A process engineer who picks a gate oxide or an absorber by its computed band gap needs to know how far that gap can be trusted. The table sets r2SCAN gaps of fourteen crystals beside measured ones. The column "band gap, less measured" is negative where the computed gap is too small. A gap is called direct when the highest filled and the lowest empty level have the same crystal momentum, and indirect when they do not.

Kohn-Sham band gaps of fourteen crystals, computed with Ansatz 0.2.0 (r2SCAN, plane-wave PAW, scalar-relativistic, no spin polarisation, cutoff 500 eV, Gaussian smearing of 0.02 eV, Gamma-centred k meshes). Each gap is taken over the whole zone of the crystal relaxed at this level. Where several measured values fit, the one next to their median is listed.

```
formula  structure    k mesh  band gap (eV)  gap kind  measured gap (eV)  range of the values found  temperature of the measurement (K)                                          method and sample                   source  band gap, less measured (eV)
   PbTe      Fm-3m     8×8×8          1.090    direct               0.31               0.19 to 0.32                          not stated                   earlier experiment, direct, bulk crystal  arXiv:1911.05387 (2019)                          0.78
  SnSe2      P-3m1   12×12×4          0.993  indirect                  1                  one value                          not stated                 optical absorption, indirect, bulk crystal  arXiv:1804.01202 (2018)                         -0.01
    PbO     P4/nmm     8×8×6          1.830  indirect                1.8                  one value                          not stated                       reflectivity, indirect, bulk crystal   arXiv:1310.2492 (2013)                          0.03
    WS2        R3m  12×12×12          1.367  indirect                2.2                  one value                                 300             UV-Vis-NIR spectrophotometry, not stated, film       pmc:6972766 (2020)                         -0.83
    GaP      F-43m     8×8×8          1.843  indirect               2.34                  one value                                  10                         not stated, indirect, bulk crystal  arXiv:1810.01194 (2018)                         -0.50
    CdS      F-43m     8×8×8          1.542    direct               2.38               2.38 to 2.39                          not stated                         UV-Vis transmittance, direct, film       pmc:9148045 (2022)                         -0.84
    SiC      F-43m  10×10×10          1.713  indirect                2.4                  one value                          not stated                         not stated, indirect, bulk crystal       pmc:7200658 (2020)                         -0.69
    CdS     P6_3mc     6×6×4          1.633    direct               2.44                2.4 to 2.44                          not stated                 UV-Vis diffuse reflectance, direct, powder      pmc:10275871 (2023)                         -0.81
   ZnSe      F-43m     8×8×8          1.867    direct                2.6               2.59 to 2.64                                 300              optical absorption spectroscopy, direct, film       pmc:8624428 (2021)                         -0.73
   TiO2   P4_2/mnm    6×6×10          2.221    direct               3.03                  one value                                 1.6                   optical experiment, direct, bulk crystal  arXiv:2011.08928 (2020)                         -0.81
    GaN      F-43m  10×10×10          2.168    direct               3.23                  one value                                 300  spectroscopic ellipsometry (steady-state, excitonic, film  arXiv:2206.02223 (2022)                         -1.06
      C      Fd-3m  12×12×12          4.361  indirect                5.5                5.47 to 5.5                          not stated  optical absorption spectroscopy, not stated, bulk crystal  arXiv:2306.06972 (2023)                         -1.14
    SrO      Fm-3m     8×8×8          3.800  indirect                6.1                  one value                          not stated                   O K-edge XES and XAS, not stated, powder   arXiv:0908.1581 (2009)                         -2.30
  Al2O3       R-3c     6×6×6          7.137    direct                8.7                  one value                          not stated               optical absorption, not stated, bulk crystal       pmc:5906618 (2018)                         -1.56
```

(a) Suppose that the electrons of a crystal could screen a charge perfectly, or not at all. What would a semilocal functional miss in the gap in each limit, and what follows for real crystals in between?

Solution. A band gap is a difference of two energies. Taking an electron out of the crystal costs the ionisation energy I, and putting one into the empty bands gives back the electron affinity A:

gap = I − A

The calculation reads the gap instead as the distance between the highest filled and the lowest empty Kohn-Sham level.

What goes wrong is exchange. A filled state overlaps strongly with the other filled states, and exchange with them pulls its energy down. An empty state gains much less. A semilocal functional builds its potential from quantities at each point in space, so it treats the two kinds of state too much alike. r2SCAN also looks at the kinetic energy of the orbitals, which mends only a small part of this. The filled levels therefore end up too close to the empty ones.

The missing piece is a Coulomb energy between charges about one atomic distance r apart, and the other electrons weaken it. With ε for the electronic dielectric constant and S for the shortfall (measured gap less computed gap), its scale is

S ≈ e² / (ε r)

With perfect screening ε is infinite and the missing energy vanishes. With no screening ε is 1, and all of it is missing. Since e² is about 14 eV·Å, a distance of 3 Å gives roughly 5 eV in that second limit.

Many semiconductors with gaps of 2 to 3 eV have ε between about 5 and 10, so their gaps should come out too small by half an eV to one eV. This is an argument about size, because screening at atomic distances is not fully described by one constant. It still allows a guess for a neighbouring case: the harder a crystal is to polarise, the more its gap is underestimated. Crystals with wide gaps are usually hard to polarise, so they should miss the most in eV.

(b) GaP falls short by 0.50 eV. Use this to estimate the shortfall of CdS, and see how far the same rule carries through the ten crystals from GaP to Al2O3, which are bonded in all three dimensions. What does it mean for Al2O3 as a gate dielectric on GaN or SiC?

Solution. If r is taken as equal in the two crystals, S scales as 1/ε. Rough recalled dielectric constants are 9.1 for GaP and 5.3 for CdS, so

S(CdS) ≈ 0.50 eV × 9.1 / 5.3 ≈ 0.86 eV

The table gives 0.84 eV for the zincblende form (F-43m) and 0.81 eV for the wurtzite form (P6_3mc). GaP sets the scale here, so only the CdS rows test the rule.

The comparison is useful because the measured gaps of GaP, SiC and both forms of CdS lie within 0.1 eV of each other. The size of the gap can hardly be what makes their shortfalls differ. SiC, with a dielectric constant between the other two, also has a shortfall between theirs, 0.69 eV. CdS does bring a second fault: semilocal functionals place the filled cadmium 4d levels too high, and these push the valence edge up and narrow the gap further. The step from GaP to SiC is nearly free of that complication, since the filled 3d levels of gallium lie much deeper, and it runs the same way. It is not a clean test either, because SiC has shorter bonds than GaP, and a smaller r also raises the missing energy.

All ten crystals come out too narrow, by amounts from 0.50 eV in GaP to 2.30 eV in SrO. Over the whole set the shortfall follows the measured gap about as closely as it follows the dielectric constant. The two properties run together, so the ten rows by themselves do not show which one is the cause. The case for screening rests mainly on the theory in part (a), with some support from the few rows with nearly equal gaps.

Scaled from GaP in the same way, the rule is good to about 0.1 eV for SiC, ZnSe, Al2O3 and both forms of CdS. It gives too small a shortfall for TiO2, GaN and diamond, by 0.2 to 0.4 eV. In diamond the true failure is larger still. The zero-point motion of its light atoms lowers the measured gap by some tenths of an eV, and the calculation has no such motion. A likely reason for the excess lies in the rule itself, which took r as equal in every crystal. The relaxed cells have bonds of 1.95 Å in GaN and 1.54 Å in diamond, against 2.36 Å in GaP, and charges that sit closer together leave a larger Coulomb energy to miss. If r follows the bond length, the estimate rises by about a fifth for GaN and by about half for diamond, which covers most of the excess seen in the table. The bonds of TiO2 are roughly 2 Å long, a recalled value, so its estimate should rise in the same way. But the correction makes the estimate for SiC too large, and it is expected to do the same for Al2O3, whose bonds are about as short as those of GaN. Bond length is therefore a plausible cause and not a proven one.

SrO is the worst case, with about 1 eV more shortfall than the rule gives. Its measured value is a single one, from X-ray emission and absorption. Such a value depends on where the edges are placed and on the hole left in the core level. Taking the computed direct gap instead of the indirect one changes the shortfall by less than 0.1 eV. The direction fits weak screening in an ionic oxide, but the full 2.30 eV should not be charged to the functional until another kind of measurement confirms the gap.

Device design often needs the difference between two gaps, and there part of the error cancels. The limiting case is two forms of one compound. Wurtzite CdS has a computed gap 0.09 eV wider than zincblende CdS, against 0.01 to 0.06 eV by the ranges of measured values, although each gap alone is wrong by about 0.8 eV. Bonding and screening are nearly the same in both, so the missing energy is too.

A gate oxide on a semiconductor is far from that limit, because the oxide screens much less. If the oxide's gap encloses that of the semiconductor, the difference of the gaps is the sum of the barriers that hold back electrons and holes. For Al2O3 on cubic GaN this sum is 4.97 eV computed and 5.47 eV measured. On cubic SiC the computed sum is too small by 0.9 eV. The calculation thus understates the total barrier against leakage, though gaps alone do not tell how the error divides between electrons and holes. These figures hold for crystalline Al2O3; deposited films are often amorphous and have a narrower gap.

(c) Four rows do not fit this picture. PbTe comes out too wide, SnSe2 and PbO agree with experiment, and layered WS2 falls short by 0.83 eV. Which of them are real exceptions to the rule?

Solution. PbTe lies near the limit of strong screening. Its dielectric constant is roughly 30, so by the rule of part (a) the usual shortfall should be only a tenth or two of an eV. Any other omission then shows almost undisguised. The computed gap is 1.09 eV, about three and a half times the measured one, so something that narrows the gap must be absent.

The main suspect is spin-orbit coupling, which the scalar-relativistic calculation leaves out. The lowest empty states of PbTe come largely from lead 6p orbitals. In so heavy an atom the coupling splits these p states strongly and moves the lower branch down towards the filled bands. That this narrows the gap of PbTe by tenths of an eV or more is well established. No row includes the coupling, so its exact share of the 0.78 eV excess remains unmeasured here. The relaxed lattice is also about 1% longer than a rough recalled one, which is expected to widen the gap by a smaller amount. The row is no evidence that r2SCAN overestimates small gaps.

SnSe2 and PbO pose the opposite puzzle. Neither screens nearly as well as PbTe, so both should show a clear shortfall, yet they match experiment within 0.03 eV. Both are built of layers held together largely by dispersion forces, of which r2SCAN contains only a part. In the relaxed crystals the layers lie 6 to 7% further apart than in rough recalled measurements.

The effect of this on the gap can be seen from another limit. In a single isolated layer the band edges are those of the layer alone. When layers approach, their orbitals overlap, the levels spread into broader bands, and the gap usually shrinks. Layers that stay too far apart therefore keep the gap too wide, which can offset the missing exchange. PbO shows how much the contact between layers matters: at the top of its filled bands a hole has an effective mass of about 0.7 electron masses across the layers, but more than 20 within them. The light mass shows that the orbitals of this level overlap from one layer to the next. The band edge is the top of the spread that this overlap causes, so moving the layers apart is expected to lower the edge and widen the gap. The heavy mass holds only close to the edge: further out, the highest filled band falls by 1.1 eV within the layers. In PbO the absent spin-orbit coupling of lead is also expected to keep the gap too wide. The agreement is most likely a cancellation of errors, although the table does not give the separate amounts.

WS2 seems to contradict this. Its layers are also about 7% too far apart, yet it has a large shortfall. The two gaps compared, however, may not be of the same kind. The computed 1.37 eV is indirect, while the measured 2.2 eV comes from the optical absorption of a film, with no kind stated. Such a measurement responds most strongly to direct transitions. The same calculation gives a direct gap of 1.92 eV, and against that the shortfall is only 0.28 eV. The spin-orbit coupling of tungsten, which is left out, would lower this direct gap and make the shortfall somewhat larger.

The indirect gap of bulk WS2 is known to be roughly 1.4 eV, a recalled value. Set against that, WS2 would join SnSe2 and PbO as a layered crystal whose gap looks right while its layer spacing is wrong. On this reading none of the four rows overturns the rule. PbTe lacks a relativistic effect, SnSe2 and PbO carry errors that offset each other, and WS2 is probably compared with the wrong transition.

The open question is how much of the good agreement belongs to the functional. A calculation of SnSe2 and PbO with the layers held at their measured spacing, and with spin-orbit coupling included, would go far to answer it. If the argument is right, the usual shortfall should reappear. Until that is done, a layered crystal whose gap agrees with experiment deserves a look at its layer spacing before the number is used.
